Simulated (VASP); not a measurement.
# Hf2Si (I4/mcm) in VASP: notebook

Aim: see how the results for Hf2Si move with the level of theory and the settings. Levels: PBEsol, LDA. Tasks: relaxation of cell and atoms.

Everything below comes from runs of VASP 6.6.1. Logs are shortened: lines on timing, memory, paths and dates and some standing lists are left out, and cuts for length are marked.

### Step 1. The structure

It takes space group I4/mcm (No. 140, tetragonal). The conventional cell has a = 6.551 Å, b = 6.551 Å, c = 5.166 Å, α = 90.00°, β = 90.00°, γ = 90.00°. Around Hf (site symmetry m2m) lie 4 Si at 2.79 Å and 3 Hf at 2.90 to 3.11 Å. Si (site symmetry 422) is surrounded by 2 Si at 2.58 Å and 8 Hf at 2.79 Å.

The cell comes from a database or a generator and needn't be the stable form of this composition.

### Step 2. Relaxation of cell and atoms, PBEsol

File INCAR:

```
SYSTEM = Hf2Si
  PREC = Accurate
  ENCUT = 600
  EDIFF = 1E-7
  ISMEAR = 0
  SIGMA = 0.1
  LREAL = .FALSE.
  LASPH = .TRUE.
  NELM = 80
  ALGO = Normal
  ISIF = 3
  LWAVE = .FALSE.
  LCHARG = .FALSE.
  GGA = PS
  IBRION = 2
  NSW = 90
  EDIFFG = -0.005
```

File KPOINTS:

```
regular mesh
0
G
  10 10 10
  0 0 0
```

File POSCAR:

```
Hf2Si
1.0
   -3.2753522200      3.2753522200      2.5828233900
    3.2753522200     -3.2753522200      2.5828233900
    3.2753522200      3.2753522200     -2.5828233900
Hf Si
4 2
Direct
    0.3435136200      0.1564863800      0.5000000000
    0.8435136200      0.3435136200      0.1870272400
    0.6564863800      0.8435136200      0.5000000000
    0.1564863800      0.6564863800      0.8129727600
    0.2500000000      0.2500000000      0.0000000000
    0.7500000000      0.7500000000      0.0000000000
```

Potentials or basis: VASP PAW PBE potentials, release 64 (Hf_pv, Si).

On the command line:

```
$ cat potpaw_PBE.64/Hf_pv/POTCAR potpaw_PBE.64/Si/POTCAR > POTCAR
$ mpirun -np 1 vasp_std > vasp.out
```

OUTCAR:

```text
SYSTEM = Hf2Si
   PREC = Accurate
   ENCUT = 600
   EDIFF = 1E-7
   ISMEAR = 0
   LREAL = .FALSE.
   LASPH = .TRUE.
   NELM = 80
   ISIF = 3
   GGA = PS
   IBRION = 2
   NSW = 90
   EDIFFG = -0.005

 ion  position               nearest neighbor table
   1  0.344  0.156  0.500-   6 2.79   5 2.79   5 2.79   6 2.79   3 2.90   3 3.11   3 3.11   4 3.30
                             2 3.30   4 3.30   2 3.30   4 3.50   2 3.50   2 3.50   4 3.50
   2  0.844  0.344  0.187-   5 2.79   6 2.79   6 2.79   5 2.79   4 2.90   4 3.11   4 3.11   1 3.30
                             3 3.30   3 3.30   1 3.30   1 3.50   3 3.50   1 3.50   3 3.50
   3  0.656  0.844  0.500-   5 2.79   6 2.79   6 2.79   5 2.79   1 2.90   1 3.11   1 3.11   4 3.30
                             2 3.30   4 3.30   2 3.30   4 3.50   2 3.50   4 3.50   2 3.50
   4  0.156  0.656  0.813-   5 2.79   6 2.79   6 2.79   5 2.79   2 2.90   2 3.11   2 3.11   1 3.30
                             3 3.30   3 3.30   1 3.30   1 3.50   3 3.50   1 3.50   3 3.50
   5  0.250  0.250  0.000-   6 2.58   6 2.58   2 2.79   4 2.79   4 2.79   2 2.79   1 2.79   1 2.79
                             3 2.79   3 2.79
   6  0.750  0.750  0.000-   5 2.58   5 2.58   2 2.79   4 2.79   4 2.79   2 2.79   3 2.79   1 2.79
                             1 2.79   3 2.79

  LATTYP: Found a body centered tetragonal cell.
 ALAT       =     6.5507044400
 C/A-ratio  =     0.7885635549

  Lattice vectors:

 A1 = (  -3.2753522200,   3.2753522200,   2.5828233900)
 A2 = (   3.2753522200,  -3.2753522200,   2.5828233900)
 A3 = (   3.2753522200,   3.2753522200,  -2.5828233900)

Analysis of symmetry for initial positions (statically):
=====================================================================
 Subroutine PRICEL returns:
 Original cell was already a primitive cell.

 Routine SETGRP: Setting up the symmetry group for a
 body centered tetragonal supercell.

 Subroutine GETGRP returns: Found 16 space group operations
 (whereof  8 operations were pure point group operations)
 out of a pool of 16 trial point group operations.

The static configuration has the point symmetry C_4h.
 The point group associated with its full space group is D_4h.

Analysis of symmetry for dynamics (positions and initial velocities):
=====================================================================
 Subroutine PRICEL returns:
 Original cell was already a primitive cell.

 Routine SETGRP: Setting up the symmetry group for a
 body centered tetragonal supercell.

 Subroutine GETGRP returns: Found 16 space group operations
 (whereof  8 operations were pure point group operations)
 out of a pool of 16 trial point group operations.

The dynamic configuration has the point symmetry C_4h.
 The point group associated with its full space group is D_4h.

 Subroutine INISYM returns: Found 16 space group operations
 (whereof  8 operations are pure point group operations),
 and found     1 'primitive' translations

----------------------------------------------------------------------------------------

                                     Primitive cell

  volume of cell :     110.8334

  direct lattice vectors                    reciprocal lattice vectors
    -3.275352220  3.275352220  2.582823390     0.000000000  0.152655338  0.193586601
     3.275352220 -3.275352220  2.582823390     0.152655338  0.000000000  0.193586601
     3.275352220  3.275352220 -2.582823390     0.152655338  0.152655338  0.000000000

  length of vectors
     5.303474427  5.303474427  5.303474427     0.246534833  0.246534833  0.215887249

  position of ions in fractional coordinates (direct lattice)
     0.343513620  0.156486380  0.500000000
     0.843513620  0.343513620  0.187027240
     0.656486380  0.843513620  0.500000000
     0.156486380  0.656486380  0.812972760
     0.250000000  0.250000000  0.000000000
     0.750000000  0.750000000  0.000000000

  ion indices of the primitive-cell ions
   primitive index   ion index
                 1           1
                 2           2
                 3           3
                 4           4
                 5           5
                 6           6

----------------------------------------------------------------------------------------

 KPOINTS: regular mesh

Automatic generation of k-mesh.
 Grid dimensions read from file:
 generate k-points for:   10   10   10

 Generating k-lattice:

  Cartesian coordinates                     Fractional coordinates (reciprocal lattice)
     0.000000000  0.015265534  0.019358660     0.100000000  0.000000000 -0.000000000
     0.015265534  0.000000000  0.019358660     0.000000000  0.100000000 -0.000000000
     0.015265534  0.015265534  0.000000000     0.000000000  0.000000000  0.100000000

  Length of vectors
     0.024653483  0.024653483  0.021588725

  Shift w.r.t. Gamma in fractional coordinates (k-lattice)
     0.000000000  0.000000000  0.000000000

 Subroutine IBZKPT returns following result:
 ===========================================

 Found    102 irreducible k-points:

 Following reciprocal coordinates:
            Coordinates               Weight
  0.000000  0.000000  0.000000      1.000000
  0.100000 -0.000000  0.000000      8.000000
  0.200000 -0.000000  0.000000      8.000000
  0.300000  0.000000 -0.000000      8.000000
  0.400000  0.000000  0.000000      8.000000
  0.500000  0.000000  0.000000      4.000000
[... 16 lines left out ...]
  0.300000  0.300000 -0.000000      8.000000
  0.400000  0.300000  0.000000     16.000000
 [... further k-points ...]
   k-points           NKPTS =    102   k-points in BZ     NKDIM =    102   number of bands    NBANDS=     28
   number of dos      NEDOS =    301   number of ions     NIONS =      6
   total plane-waves  NPLWV =  74088
   dimension x,y,z NGX =    42 NGY =   42 NGZ =   42
   dimension x,y,z NGXF=    84 NGYF=   84 NGZF=   84
   ions per type =               4   2
   NGX,Y,Z   is equivalent  to a cutoff of  13.17, 13.17, 13.17 a.u.
   NGXF,Y,Z  is equivalent  to a cutoff of  26.33, 26.33, 26.33 a.u.
 SYSTEM =  Hf2Si
   PREC   = accura    normal or accurate (medium, high low for compatibility)
   ISTART =      0    job   : 0-new  1-cont  2-samecut
   ICHARG =      2    charge: 1-file 2-atom 10-const
   ISPIN  =      1    spin polarized calculation?
   LNONCOLLINEAR =      F non collinear calculations
   LSORBIT =      F    spin-orbit coupling
   LASPH  =      T    aspherical Exc in radial PAW
   ENCUT  =  600.0 eV  44.10 Ry    6.64 a.u.  10.59 10.59 10.59*2*pi/ulx,y,z
   NELM   =     80;   NELMIN=  2; NELMDL= -5     # of ELM steps
   EDIFF  = 0.1E-06   stopping-criterion for ELM
   LREAL  =      F    real-space projection
   EDIFFG = -.5E-02   stopping-criterion for IOM
   NSW    =     90    number of steps for IOM
   IBRION =      2    ionic relax: 0-MD 1-quasi-New 2-CG
   NFREE  =      1    steps in history (QN), initial steepest desc. (CG)
   ISIF   =      3    stress and relaxation
   ISYM   =      2    0-nonsym 1-usesym 2-fastsym
   POTIM  = 0.5000    time-step for ionic-motion
   TEBEG  =    0.0;   TEEND  =   0.0 temperature during run
   PSTRESS=    0.0 pullay stress
   NELECT =      48.0000    total number of electrons
   NUPDOWN=      -1.0000    fix difference up-down
   EMIN   =  10.00;   EMAX   =-10.00  energy-range for DOS
   EFERMI =   0.00;   METHOD = LEGACY
   ISMEAR =     0;   SIGMA  =   0.10  broadening in eV -4-tet -1-fermi 0-gaus
   EFERMI_NEDOS =   21; number of points for ismear=-14 and -15
   IALGO  =     38    algorithm
   IMIX   =      4    mixing-type and parameters
     AMIX     =   0.40;   BMIX     =  1.00
     AMIX_MAG =   1.60;   BMIX_MAG =  1.00
  volume/ion in A,a.u.               =      18.47       124.66
  Fermi-wavevector in a.u.,A,eV,Ry     =   1.238602  2.340618 20.873162  1.534134
  Thomas-Fermi vector in A             =   2.373120
   LORBIT       =      0    0 simple, 1 ext, 2 COOP (PROOUT), +10 PAW based schemes
   GGA     = PS    functional components
   LHFCALC =     F    Hartree Fock is set to
   AEXX    =    0.0000 exact exchange contribution
   IVDW    =     0    specifies the selected vdW correction
   LEPSILON=     F    determine dielectric tensor
   LRPA    =     F    only Hartree local field effects (RPA)
 conjugate gradient relaxation of ions
 non-spin polarized calculation
 Gauss-broadening in eV      SIGMA  =   0.10
  energy-cutoff  :      600.00
  volume of cell :      110.83
 maximum number of plane-waves:      3727
   NGX = 21   NGY = 21   NGZ = 21

--------------------------------------- Ionic step        1  -------------------------------------------

 number of electron      48.0000005 magnetization

 Free energy of the ion-electron system (eV)
  ---------------------------------------------------
  ext. energy  EPLUGINS =         0.00000000
  ---------------------------------------------------
  free energy    TOTEN  =       -58.28853125 eV

  energy without entropy =      -58.27684416  energy(sigma->0) =      -58.28268770

------------------------ aborting loop because EDIFF is reached ----------------------------------------

  FORCE on cell =-STRESS in cart. coord.  units (eV):
  Direction    XX          YY          ZZ          XY          YZ          ZX
  --------------------------------------------------------------------------------------
  -------------------------------------------------------------------------------------
  Total       -1.8342634     -1.8342634     -1.6942912      0.0000000      0.0000000     -0.0000000
  in kB      -26.5156061    -26.5156061    -24.4922063      0.0000000      0.0000000     -0.0000000
  external PRESSURE =     -25.8411395 kB  Pullay stress =       0.0000000 kB
[... 101 lines left out ...]
  FREE ENERGIE OF THE ION-ELECTRON SYSTEM (eV)
  ---------------------------------------------------
  free  energy   TOTEN  =       -58.3045745202 eV

  energy  without entropy=      -58.2929675110  energy(sigma->0) =      -58.29877102

[... ionic steps 4 to 8 ...]

--------------------------------------- Ionic step        9  -------------------------------------------

 number of electron      48.0000003 magnetization

------------------------ aborting loop because EDIFF is reached ----------------------------------------

  FORCE on cell =-STRESS in cart. coord.  units (eV):
  Direction    XX          YY          ZZ          XY          YZ          ZX
  --------------------------------------------------------------------------------------
  -------------------------------------------------------------------------------------
  Total        0.0335769      0.0335769      0.0178733      0.0000000     -0.0000000      0.0000000
  in kB        0.4941830      0.4941830      0.2630578      0.0000000     -0.0000000      0.0000000
  external PRESSURE =       0.4171413 kB  Pullay stress =       0.0000000 kB
[... 65 lines left out ...]
  energy  without entropy=      -58.2930525169  energy(sigma->0) =      -58.29885271

--------------------------------------- Ionic step       11  -------------------------------------------

 number of electron      48.0000003 magnetization

 Free energy of the ion-electron system (eV)
  ---------------------------------------------------
  ext. energy  EPLUGINS =         0.00000000
  ---------------------------------------------------
  free energy    TOTEN  =       -58.30465835 eV

  energy without entropy =      -58.29306309  energy(sigma->0) =      -58.29886072

 E-fermi :   6.1091     XC(G=0): -11.7298

 val. band max:        6.0978507223   @ k =   0.5000   0.1000   0.0000
 cond. band min:       6.1091917820   @ k =   0.2000   0.2000   0.2000
 fundamental gap:      0.0113410597
 Fermi energy:         6.1090862617

 k-point     1 :       0.0000    0.0000    0.0000
  band No.  band energies     occupation
      1     -24.1115      2.00000
      2     -24.1004      2.00000
      3     -23.9774      2.00000
      4     -23.9774      2.00000
      5     -23.9432      2.00000
      6     -23.9432      2.00000
[... 733 lines left out ...]
     27       7.9743      0.00000
     28       8.4391      0.00000

 [... further k-points ...]
[... 5 lines left out ...]
  --------------------------------------------------------------------------------------
  -------------------------------------------------------------------------------------
  Total        0.0002051      0.0002051     -0.0072556      0.0000000     -0.0000000      0.0000000
  in kB        0.0030171      0.0030171     -0.1067549      0.0000000     -0.0000000      0.0000000
  external PRESSURE =      -0.0335735 kB  Pullay stress =       0.0000000 kB
[... 21 lines left out ...]
  FREE ENERGIE OF THE ION-ELECTRON SYSTEM (eV)
  ---------------------------------------------------
  free  energy   TOTEN  =       -58.3046583496 eV

  energy  without entropy=      -58.2930630945  energy(sigma->0) =      -58.29886072

 reached required accuracy - stopping structural energy minimisation
```

Run time: 25 min. Hardware: 1 thread of AMD EPYC 7R13 (Zen 3), shared host; peak memory 0.46 GiB.

What came out:

- Free energy: -58.3047 eV
- Relaxed volume: 18.15 Å³/atom
- Relaxed cell: a = 5.272 Å, b = 5.272 Å, c = 5.272 Å, α = 103.75°, β = 103.75°, γ = 121.63°
- Space group after relaxing (to 0.05 Å): I4/mcm (No. 140)
- Energy gained by relaxing: 2.7 meV/atom
- Ionic steps: 11
- Pressure after relaxing: 0.0 GPa
- Band gap on the k mesh: none (metal or under the smearing width)

Forces on the atoms (eV/Å):
```
Hf   0.002 -0.002  0.000
Hf  -0.002 -0.002  0.000
Hf  -0.002  0.002  0.000
Hf   0.002  0.002  0.000
Si   0.000  0.000  0.000
Si   0.000  0.000  0.000
```

Step by step:
| step | energy change (eV) | largest force (eV/Å) | pressure (GPa) | volume (Å³) |
| --- | --- | --- | --- | --- |
| 1 | 0.0000 | 0.0341 | -2.58 | 110.83 |
| 2 | 0.0184 | 0.0172 | 4.09 | 106.12 |
| 3 | -0.0160 | 0.0157 | -0.01 | 108.89 |
| 4 | -0.0160 | 0.0153 | 0.05 | 108.86 |
| 5 | -0.0161 | 0.0060 | 0.04 | 108.86 |
| 6 | -0.0161 | 0.0039 | 0.04 | 108.86 |
| 7 | -0.0161 | 0.0043 | 0.04 | 108.86 |
| 8 | -0.0161 | 0.0052 | 0.04 | 108.86 |
| 9 | -0.0161 | 0.0045 | 0.04 | 108.86 |
| 10 | -0.0161 | 0.0013 | -0.05 | 108.93 |
| 11 | -0.0161 | 0.0030 | 0.00 | 108.89 |

Final structure:
```
CELL_PARAMETERS angstrom
-3.25438 3.25438 2.57038
3.25438 -3.25438 2.57038
3.25438 3.25438 -2.57038
ATOMIC_POSITIONS crystal
Hf 0.34335 0.15665 0.50000
Hf 0.84335 0.34335 0.18669
Hf 0.65665 0.84335 0.50000
Hf 0.15665 0.65666 0.81331
Si 0.25000 0.25000 0.00000
Si 0.75000 0.75000 0.00000
```

Caveat: the PAW data sets were made with another functional, which shifts forces and pressure a little. The run has no spin-orbit coupling, so splittings on Hf are missing.

(Part 1 of 2 ends here.)
